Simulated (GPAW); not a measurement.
The system is MgTe.

```
CELL_PARAMETERS angstrom
0.00000 3.23200 3.23200
3.23200 0.00000 3.23200
3.23200 3.23200 0.00000
ATOMIC_POSITIONS crystal
Te 0.25000 0.25000 0.25000
Mg 0.00000 0.00000 0.00000
```

The cell comes from a database or a generator and needn't be the stable form of this composition.

```yaml
Program: GPAW 26.7.0
Task: relaxation of cell and atoms
Functional: RPBE
Potentials_or_basis: the program's PAW data sets (release 1.2.1) made for this functional
Cutoff: 800 eV
Basis: pw
k_mesh: 7 × 7 × 7
Occupations: fermi-dirac, width 0.05 eV
Spin: no spin polarisation
```

At the start: pressure 1.9 GPa; volume 33.76 Å³/atom.

Where does the relaxation end?

Over 3 steps the energy falls by 10.3 meV/atom and the volume is 35.52 Å³/atom (+5.2 %); space group F-43m (No. 216, to 0.05 Å).

Step by step:
```
step  energy change (eV)  largest force (eV/Å)  pressure (GPa)  volume (Å³)
   1              0.0000                0.0000            1.88        67.52
   2             -0.0061                0.0000            1.55        68.10
   3             -0.0206                0.0000            0.08        71.04
```

Final structure:
```
Te Mg
1.0
     0.00000    3.28711    3.28711
     3.28711    0.00000    3.28711
     3.28711    3.28711    0.00000
Te Mg
1 1
Direct
  0.25000 0.25000 0.25000
  0.00000 0.00000 0.00000
```

Caveat: later steps reuse the first step's grids.
